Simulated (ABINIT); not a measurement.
# As (R-3m) in ABINIT: further runs

One crystal, As, is run at these levels: r2SCAN; tasks: single point.

Everything below comes from runs of ABINIT 10.8.3 (patched build). Logs are shortened: lines on timing, memory, paths and dates and some standing lists are left out, and cuts for length are marked. The log counts tension as positive stress, the text compression.

## (1) Starting point

It takes space group R-3m (No. 166, trigonal). The conventional cell has a = 3.762 Å, b = 3.762 Å, c = 10.542 Å, α = 90.00°, β = 90.00°, γ = 120.00°. As (site symmetry 3m) has 3 As at 2.51 Å as nearest neighbours.

## (2) Single point, r2SCAN

run.abi reads:

```
# Pseudopotentials
pp_dirpath "./"
pseudos "As.GGA_PBE-ansatz.xml"

# Structure
acell 4.131 4.131 4.131 Angstrom
rprim
     0.4552885255     0.2628609527     0.8506564983
    -0.4552885255     0.2628609527     0.8506564983
     0.0000000000    -0.5257219055     0.8506564983
ntypat 1
znucl 33
natom 2
typat 1 1
xred
     0.2260000000     0.2260000000     0.2260000000
     0.7740000000     0.7740000000     0.7740000000

# Plane-wave basis
ecut 18.0
pawecutdg 36.0
pawovlp 30

# k points
kptopt 1
ngkpt 7 7 7
nshiftk 1
shiftk 0.0 0.0 0.0

# Exchange and correlation
ixc -497498
usekden 1
pawxcdev 0

# Bands and occupations
nband 19
occopt 3
tsmear 0.05 eV

# SCF cycle
nstep 100
tolvrs 1.0e-7

# Output
iomode 3
prtwf 0
prteig 0
prtebands 0
enunit 2
prtden 1
prtvha 1
prtvclmb 1
prtpot 1
```

Potentials or basis: Ansatz PAW PBE default generated set, frozen core.

Started as:

```console
mpirun --bind-to none -np 4 abinit run.abi > log 2>&1
```

run.abo:

```text
[... set-up lines left out ...]
 ETOT  1  -211.89676671792    -2.119E+02 4.048E+00 1.546E+00
 ETOT  2  -212.83827949943    -9.415E-01 6.757E-01 9.386E-01
 ETOT  3  -212.83862290866    -3.434E-04 3.640E-02 2.910E-01
 ETOT  4  -212.83835576916     2.671E-04 1.030E-02 4.279E-03
 ETOT  5  -212.83836132830    -5.559E-06 7.200E-03 6.794E-04
 ETOT  6  -212.83836250318    -1.175E-06 3.099E-03 3.519E-05
 ETOT  7  -212.83836211201     3.912E-07 1.771E-02 4.011E-06
 ETOT  8  -212.83836210701     5.008E-09 2.488E-03 2.067E-07
 ETOT  9  -212.83836210677     2.324E-10 7.710E-03 1.264E-08

 At SCF step    9       nres2   =  1.26E-08 < tolvrs=  1.00E-07 =>converged.

Result for kinetic energy density :

--------------------------------------------------------------------------------
 Total kinetic energy density [Ha/Bohr^3]
)     Maximum=    1.5810E-01  at reduced coord.    0.6889    0.8444    0.8444
)     Minimum=    2.2069E-03  at reduced coord.    0.0000    0.0000    0.0000
   Integrated=    7.5374E+00
--------------------------------------------------------------------------------

 Cartesian components of stress tensor (hartree/bohr^3)
  sigma(1 1)= -5.68922867E-05  sigma(3 2)=  1.22293903E-12
  sigma(2 2)= -5.68922812E-05  sigma(3 1)=  0.00000000E+00
  sigma(3 3)= -6.54441071E-05  sigma(2 1)=  0.00000000E+00

--- !ResultsGS
iteration_state: {dtset: 1, }
comment   : Summary of ground state results
lattice_vectors:
- [  3.5541910,   2.0520132,   6.6406148, ]
- [ -3.5541910,   2.0520132,   6.6406148, ]
- [  0.0000000,  -4.1040263,   6.6406148, ]
lattice_lengths: [   7.80646,    7.80646,    7.80646, ]
lattice_angles: [ 54.167,  54.167,  54.167, ] # degrees, (23, 13, 12)
lattice_volume:   2.9058985E+02
convergence: {deltae:  2.324E-10, res2:  1.264E-08, residm:  7.710E-03, diffor: null, }
etotal    :  -2.12838362E+02
entropy   :   0.00000000E+00
fermie    :   9.28526576E-02
cartesian_stress_tensor: # hartree/bohr^3
- [ -5.68922867E-05,   0.00000000E+00,   0.00000000E+00, ]
- [  0.00000000E+00,  -5.68922812E-05,   1.22293903E-12, ]
- [  0.00000000E+00,   1.22293903E-12,  -6.54441071E-05, ]
pressure_GPa:   1.7577E+00
xred      :
- [  2.2600E-01,   2.2600E-01,   2.2600E-01, As]
- [  7.7400E-01,   7.7400E-01,   7.7400E-01, As]
cartesian_forces: # hartree/bohr
- [ -8.30149544E-19,  -3.71430940E-20,   2.09319435E-03, ]
- [  8.30149544E-19,   3.71430940E-20,  -2.09319435E-03, ]
force_length_stats: {min:   2.09319435E-03, max:   2.09319435E-03, mean:   2.09319435E-03, }
...

 Integrated electronic density in atomic spheres:
 ------------------------------------------------
 Atom  Sphere_radius  Integrated_density
    1        2.63806         14.09212162
    2        2.63806         14.09212162

================================================================================

 ----iterations are completed or convergence reached----

 Mean square residual over all n,k,spin=   94.892E-07; max=  77.098E-04
 reduced coordinates (array xred) for    2 atoms
       0.226000000000      0.226000000000      0.226000000000
       0.774000000000      0.774000000000      0.774000000000
 rms dE/dt=  1.3900E-02; max dE/dt=  1.3900E-02; dE/dt below (all hartree)
    1      -0.013900097311     -0.013900097311     -0.013900097311
    2       0.013900097311      0.013900097311      0.013900097311

 cartesian coordinates (angstrom) at end:
    1     -0.00000000000000    -0.00000000009336     2.38253403225561
    2     -0.00000000000000    -0.00000000031974     8.15965195117629

 cartesian forces (hartree/bohr) at end:
    1     -0.00000000000000    -0.00000000000000     0.00209319435261
    2      0.00000000000000     0.00000000000000    -0.00209319435261
 frms,max,avg= 1.2085063E-03 2.0931944E-03   0.000E+00  0.000E+00  0.000E+00 h/b

 cartesian forces (eV/Angstrom) at end:
    1     -0.00000000000000    -0.00000000000000     0.10763638131374
    2      0.00000000000000     0.00000000000000    -0.10763638131374
 frms,max,avg= 6.2143894E-02 1.0763638E-01   0.000E+00  0.000E+00  0.000E+00 e/A
 length scales=  7.806458626125  7.806458626125  7.806458626125 bohr
              =  4.131000000000  4.131000000000  4.131000000000 angstroms
 Fermi (or HOMO) energy (hartree) =   0.09285   Average Vxc (hartree)=  -0.38680
 Eigenvalues (hartree) for nkpt=  44  k points:
 kpt#   1, nband= 19, wtk=  0.00292, kpt=  0.0000  0.0000  0.0000 (reduced coord)
  -1.27994   -1.27994   -1.27808   -1.27808   -1.27660   -1.27522   -1.27522   -1.27465
  -1.27354   -1.27354   -0.49152   -0.12910   -0.00970    0.00553    0.00553    0.15171
   0.19884    0.19884    0.35859
      occupation numbers for kpt#   1
   2.00000    2.00000    2.00000    2.00000    2.00000    2.00000    2.00000    2.00000
   2.00000    2.00000    2.00000    2.00000    2.00000    2.00000    2.00000    0.00000
   0.00000    0.00000    0.00000
 prteigrs : prtvol=0 or 1, do not print more k-points.

 Fermi (or HOMO) energy (eV) =   2.52665   Average Vxc (eV)= -10.52542
 Eigenvalues (   eV  ) for nkpt=  44  k points:
 kpt#   1, nband= 19, wtk=  0.00292, kpt=  0.0000  0.0000  0.0000 (reduced coord)
 -34.82900  -34.82900  -34.77826  -34.77826  -34.73800  -34.70047  -34.70047  -34.68506
 -34.65475  -34.65475  -13.37498   -3.51303   -0.26408    0.15049    0.15049    4.12827
   5.41078    5.41078    9.75781
 prteigrs : prtvol=0 or 1, do not print more k-points.

--- !EnergyTerms
iteration_state     : {dtset: 1, }
comment             : Components of total free energy in Hartree
kinetic             :  7.53740949982475E+00
hartree             :  6.81772613376401E+01
xc                  : -5.45649373491594E+00
Ewald energy        : -1.19670765817332E+02
psp_core            :  9.08556695274576E+00
local_psp           : -1.32089130628673E+02
PAW spherical_terms : -4.04220887446142E+01
internal            : -2.12838241135325E+02
'-kT*entropy'       : -8.97846675457091E-05
total_energy        : -2.12838330919992E+02
total_energy_eV     : -5.79162603061383E+03
...

--- !EnergyTermsDC
iteration_state     : {dtset: 1, }
comment             : '"Double-counting" decomposition of free energy'
band_energy         : -2.71566201764651E+01
Ewald energy        : -1.19670765817332E+02
psp_core            :  9.08556695274576E+00
xc_dc               : -6.77488528497884E+01
PAW spherical_terms : -7.34760043126558E+00
internal            : -2.12838272322106E+02
'-kT*entropy'       : -8.97846675457091E-05
total_energy_dc     : -2.12838362106773E+02
total_energy_dc_eV  : -5.79162687924937E+03
...

--- !EnergyTermsWithPAWCore
iteration_state     : {dtset: 1, }
comment             : 'Components of total free energy, including PAW core contributions'
Total energy        : -4.46726479951195E+03
Total energy DC     : -4.46726483069873E+03
Total energy (eV)   : -1.21560467922594E+05
Total energy DC (eV): -1.21560468771230E+05
...

 Cartesian components of stress tensor (hartree/bohr^3)
  sigma(1 1)= -5.68922867E-05  sigma(3 2)=  1.22293903E-12
  sigma(2 2)= -5.68922812E-05  sigma(3 1)=  0.00000000E+00
  sigma(3 3)= -6.54441071E-05  sigma(2 1)=  0.00000000E+00

-Cartesian components of stress tensor (GPa)         [Pressure=  1.7577E+00 GPa]
- sigma(1 1)= -1.67382886E+00  sigma(3 2)=  3.59801085E-08
- sigma(2 2)= -1.67382870E+00  sigma(3 1)=  0.00000000E+00
- sigma(3 3)= -1.92543211E+00  sigma(2 1)=  0.00000000E+00

== END DATASET(S) ==============================================================
================================================================================

 -outvars: echo values of variables after computation  --------
            acell      7.8064586261E+00  7.8064586261E+00  7.8064586261E+00 Bohr
           etotal     -2.1283836211E+02
            fcart     -8.3014954361E-19 -3.7143094027E-20  2.0931943526E-03
                       8.3014954361E-19  3.7143094027E-20 -2.0931943526E-03
            rprim      4.5528852550E-01  2.6286095270E-01  8.5065649830E-01
                      -4.5528852550E-01  2.6286095270E-01  8.5065649830E-01
                       0.0000000000E+00 -5.2572190550E-01  8.5065649830E-01
           strten     -5.6892286694E-05 -5.6892281223E-05 -6.5444107096E-05
                       1.2229390304E-12  0.0000000000E+00  0.0000000000E+00
           xangst     -1.7531415844E-17 -9.3360678491E-11  2.3825340323E+00
                      -1.5027569353E-17 -3.1974003639E-10  8.1596519512E+00
             xred      2.2600000000E-01  2.2600000000E-01  2.2600000000E-01
                       7.7400000000E-01  7.7400000000E-01  7.7400000000E-01
 Calculation completed.
```

Wall time 68 s (4 MPI ranks of AMD EPYC 7R43 (Zen 3), shared host); peak memory 0.96 GiB.

What came out:

| Quantity | Value |
| --- | --- |
| Free energy | -5791.6269 eV |
| Pressure | 1.8 GPa |
| Largest force | 0.108 eV/Å |
| Band gap on the k mesh | 0.01 eV, indirect (least direct gap 0.71 eV) |

Forces on the atoms (eV/Å):
```
As   0.000  0.000  0.108
As   0.000  0.000 -0.108
```

Caveat: totals of a meta-GGA on PAW files have another zero than those of a GGA; the PAW data sets were made with another functional, which shifts forces and pressure a little; an odd mesh through Γ misses points on the zone boundary, where band edges often lie; the atomic spheres overlap.

## (3) Single point, r2SCAN

run.abi: that of step 2 with these lines changed.

```diff
@@ -2,3 +2,3 @@
 pp_dirpath "./"
-pseudos "As.GGA_PBE-ansatz.xml"
+pseudos "As.GGA_PBE-JTH.xml"
 
@@ -21,3 +21,2 @@
 pawecutdg 36.0
-pawovlp 30
```

Potentials or basis: JTH PAW PBE v2.0.

Started as:

```console
mpirun --bind-to none -np 4 abinit run.abi > log 2>&1
```

run.abo:

```text
.Version 10.8.3 of ABINIT
 Symmetries : space group R-3 m (#166); Bravais hR (rhombohedral)
================================================================================
 Values of the parameters that define the memory need of the present run
     intxc =       0    ionmov =       0      iscf =      17    lmnmax =      18
     lnmax =       6     mgfft =      30  mpssoang =       3    mqgrid =    3001
     natom =       2  nloc_mem =       2    nspden =       1   nspinor =       1
    nsppol =       1      nsym =      12    n1xccc =       1    ntypat =       1
    occopt =       3   xclevel =       2
       mpw =        1073          nfft =       27000          nkpt =          44
Pmy_natom=         1
 PAW method is used; the additional fine FFT grid is defined by:
   mgfftf=        45    nfftf =     91125
================================================================================
================================================================================

--------------------------------------------------------------------------------
------------- Echo of variables that govern the present computation ------------
--------------------------------------------------------------------------------
 -outvars: echo values of preprocessed input variables --------
            acell      7.8064586261E+00  7.8064586261E+00  7.8064586261E+00 Bohr
              amu      7.49215900E+01
             ecut      1.80000000E+01 Hartree
           enunit           2
              ixc     -497498
         kptrlatt        7    0    0      0    7    0      0    0    7
          kptrlen      4.97586745E+01
            natom           2
            nband          19
            ngfft          30      30      30
          ngfftdg          45      45      45
             nkpt          44
            nstep         100
             nsym          12
           ntypat           1
           occopt           3
        pawecutdg      3.60000000E+01 Hartree
         pawxcdev           0
        prtebands           0
           prteig           0
          prtkden           1
           prtpot           1
         prtvclmb           1
           prtvha           1
            prtwf           0
            rprim      4.5528852550E-01  2.6286095270E-01  8.5065649830E-01
[... 163 lines left out ...]
   2.00000    2.00000    2.00000    2.00000    2.00000    2.00000    2.00000    2.00000
   2.00000    2.00000    2.00000    2.00000    2.00000    2.00000    2.00000    0.00000
   0.00000    0.00000    0.00000
 prteigrs : prtvol=0 or 1, do not print more k-points.

 Fermi (or HOMO) energy (eV) =   6.40241   Average Vxc (eV)= -10.45286
 Eigenvalues (   eV  ) for nkpt=  44  k points:
 kpt#   1, nband= 19, wtk=  0.00292, kpt=  0.0000  0.0000  0.0000 (reduced coord)
 -31.01379  -31.01379  -30.96654  -30.96654  -30.92760  -30.88978  -30.88978  -30.87497
 -30.84163  -30.84163   -9.49111    0.36426    3.61719    4.02484    4.02484    7.99828
   9.28517    9.28517   13.64175
 prteigrs : prtvol=0 or 1, do not print more k-points.

--- !EnergyTerms
iteration_state     : {dtset: 1, }
comment             : Components of total free energy in Hartree
kinetic             :  7.75487863250036E+00
hartree             :  6.58124471468048E+01
xc                  : -4.17363386457839E+00
Ewald energy        : -1.19670765817332E+02
psp_core            :  4.83878312144531E+00
local_psp           : -1.78718963068377E+02
PAW spherical_terms :  1.13647600421327E+01
internal            : -2.12792493807405E+02
'-kT*entropy'       : -8.98374795372765E-05
total_energy        : -2.12792583644885E+02
total_energy_eV     : -5.79038118384117E+03
...

--- !EnergyTermsDC
iteration_state     : {dtset: 1, }
comment             : '"Double-counting" decomposition of free energy'
band_energy         : -2.29288622498362E+01
Ewald energy        : -1.19670765817332E+02
psp_core            :  4.83878312144531E+00
xc_dc               : -6.43202521344473E+01
PAW spherical_terms : -1.07113206284271E+01
internal            : -2.12792417708598E+02
'-kT*entropy'       : -8.98374795372765E-05
total_energy_dc     : -2.12792507546077E+02
total_energy_dc_eV  : -5.79037911308713E+03
...

--- !EnergyTermsWithPAWCore
iteration_state     : {dtset: 1, }
comment             : 'Components of total free energy, including PAW core contributions'
Total energy        : -4.52257648737321E+03
Total energy DC     : -4.52257641127440E+03
Total energy (eV)   : -1.23065575624904E+05
Total energy DC (eV): -1.23065573554150E+05
...

 Cartesian components of stress tensor (hartree/bohr^3)
  sigma(1 1)= -5.88971107E-05  sigma(3 2)=  6.50188551E-13
  sigma(2 2)= -5.88971078E-05  sigma(3 1)=  0.00000000E+00
  sigma(3 3)= -6.63659434E-05  sigma(2 1)=  0.00000000E+00

-Cartesian components of stress tensor (GPa)         [Pressure=  1.8061E+00 GPa]
- sigma(1 1)= -1.73281282E+00  sigma(3 2)=  1.91292076E-08
- sigma(2 2)= -1.73281274E+00  sigma(3 1)=  0.00000000E+00
- sigma(3 3)= -1.95255347E+00  sigma(2 1)=  0.00000000E+00

== END DATASET(S) ==============================================================
================================================================================

 -outvars: echo values of variables after computation  --------
            acell      7.8064586261E+00  7.8064586261E+00  7.8064586261E+00 Bohr
           etotal     -2.1279250755E+02
            fcart      8.3010827891E-21  2.4457494728E-19  2.3417177966E-03
                      -8.3010827891E-21 -2.4457494728E-19 -2.3417177966E-03
            rprim      4.5528852550E-01  2.6286095270E-01  8.5065649830E-01
                      -4.5528852550E-01  2.6286095270E-01  8.5065649830E-01
                       0.0000000000E+00 -5.2572190550E-01  8.5065649830E-01
           strten     -5.8897110749E-05 -5.8897107841E-05 -6.6365943359E-05
                       6.5018855054E-13  0.0000000000E+00  0.0000000000E+00
           xangst     -1.7531415844E-17 -9.3360678491E-11  2.3825340323E+00
                      -1.5027569353E-17 -3.1974003639E-10  8.1596519512E+00
             xred      2.2600000000E-01  2.2600000000E-01  2.2600000000E-01
                       7.7400000000E-01  7.7400000000E-01  7.7400000000E-01
 Calculation completed.
```

Run time: 34 s. Hardware: 4 MPI ranks of AMD EPYC 7R43 (Zen 3), shared host; peak memory 0.48 GiB.

What came out:

```yaml
Free_energy: -5790.3791 eV
Pressure: 1.8 GPa
Largest_force: 0.120 eV/Å
Band_gap_on_the_k_mesh: 0.01 eV, indirect (least direct gap 0.71 eV)
Valence_electrons_inside_the_program's_atomic_spheres: As 12.60 (radii [1.1133] Å)
```

Forces on the atoms (eV/Å):
```
As   0.000  0.000  0.120
As   0.000  0.000 -0.120
```

Stress tensor (GPa, compression positive):
```
1.73 0.00 0.00
0.00 1.73 0.00
0.00 0.00 1.95
```

Levels at points of the mesh, in eV from the valence-band top:
```csv
k point,band 13,band 14,band 15,band 16,band 17,band 18
"(0.00, 0.00, 0.00)",-2.78,-2.37,-2.37,1.60,2.89,2.89
```

Caveat: totals of a meta-GGA on PAW files have another zero than those of a GGA; the PAW data sets were made with another functional, which shifts forces and pressure a little; an odd mesh through Γ misses points on the zone boundary, where band edges often lie. r2SCAN opens gaps a little over a GGA but as a rule still falls short of measured ones.

## (4) Single point, r2SCAN

run.abi: that of step 3 with these lines changed.

```diff
@@ -2,3 +2,3 @@
 pp_dirpath "./"
-pseudos "As.GGA_PBE-JTH.xml"
+pseudos "As.upf"
 
@@ -19,4 +19,3 @@
 # Plane-wave basis
-ecut 18.0
-pawecutdg 36.0
+ecut 54.0
 
@@ -31,3 +30,4 @@
 usekden 1
-pawxcdev 0
+nc_xccc_gspace 1
+boxcutmin 3.0
 
@@ -40,3 +40,3 @@
 nstep 100
-tolvrs 1.0e-7
+tolvrs 1.0e-9
```

Potentials or basis: Ansatz NC r2SCAN.

Started as:

```console
mpirun --bind-to none -np 4 abinit run.abi > log 2>&1
```

Wall time 11 min (4 MPI ranks of AMD EPYC 7R43 (Zen 3), shared host); peak memory 1.2 GiB.

It converged, with:

| Item | Value |
| --- | --- |
| Free energy | -5390.7429 eV |
| Pressure | 1.9 GPa |
| Largest force | 0.117 eV/Å |
| Band gap on the k mesh | 0.01 eV, indirect (least direct gap 0.71 eV) |
| Valence electrons inside the program's atomic spheres | As 12.29 (radii [1.0584] Å) |

Forces on the atoms (eV/Å):
```
As   0.000  0.000  0.117
As   0.000  0.000 -0.117
```

Levels at points of the mesh, in eV from the valence-band top:
```
           k point  band 13  band 14  band 15  band 16  band 17  band 18
(0.00, 0.00, 0.00)    -2.79    -2.36    -2.36     1.62     2.89     2.89
```

Caveat: an odd mesh through Γ misses points on the zone boundary, where band edges often lie.

## (5) The runs side by side

| potentials or basis | cutoff (eV) | fine-grid cutoff | gap on the mesh (eV) | pressure (GPa) | largest force (eV/Å) |
| --- | --- | --- | --- | --- | --- |
| Ansatz PAW PBE default generated set, frozen core | 490 | 979.61 eV | 0.01 | 1.8 | 0.11 |
| JTH PAW PBE v2.0 | 490 | 979.61 eV | 0.01 | 1.8 | 0.12 |
| Ansatz NC r2SCAN | 1469 | - | 0.01 | 1.9 | 0.12 |

Alike in all rows: task single point; level r2SCAN; no spin polarisation; cell as given; k mesh 7 × 7 × 7; smearing fermi-dirac 0.05 eV.

Caveats: an odd mesh through Γ misses points on the zone boundary, where band edges often lie; totals of a meta-GGA on PAW files have another zero than those of a GGA (some runs); the PAW data sets were made with another functional, which shifts forces and pressure a little (some runs); the atomic spheres overlap (some runs).

Absolute energies hang on the potentials; compare differences alone.
